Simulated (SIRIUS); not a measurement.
## Zr in SIRIUS: the effect of functional

The system is Zr.

```
Zr
1.0
     3.23200    0.00000    0.00000
    -1.61600    2.79899    0.00000
     0.00000    0.00000    5.14700
Zr
2
Direct
  0.66667 0.33333 0.75000
  0.33333 0.66667 0.25000
```

Alike in all runs:

| Property | Result |
| --- | --- |
| Program | SIRIUS 7.12.0 |
| Task | single point |
| Potentials or basis | PseudoDojo 0.4.1 PBE standard (scalar relativistic) |
| Cutoff | 915 eV |
| Density cutoff | 3659 eV |
| k mesh | 9 × 9 × 5 |
| Occupations | fermi-dirac, width 0.05 eV |
| Spin | no spin polarisation |

Task: One run gave: pressure 2.8 GPa. Which functional did it use?
A. revPBE
B. RPBE
C. BLYP
D. HTBS
E. AM05

Result: B.

```csv
functional,pressure (GPa)
LDA,-5.9
PBEsol,-3.2
RPBE,2.8
revPBE,2.2
BLYP,3.7
PW91,0.2
AM05,-2.9
KT2,-6.4
APBE,1.9
HTBS,-2.6
```

Caveats: the potentials were made for another functional, which shifts forces and pressure.

Runs at the PBE level aren't shown here.
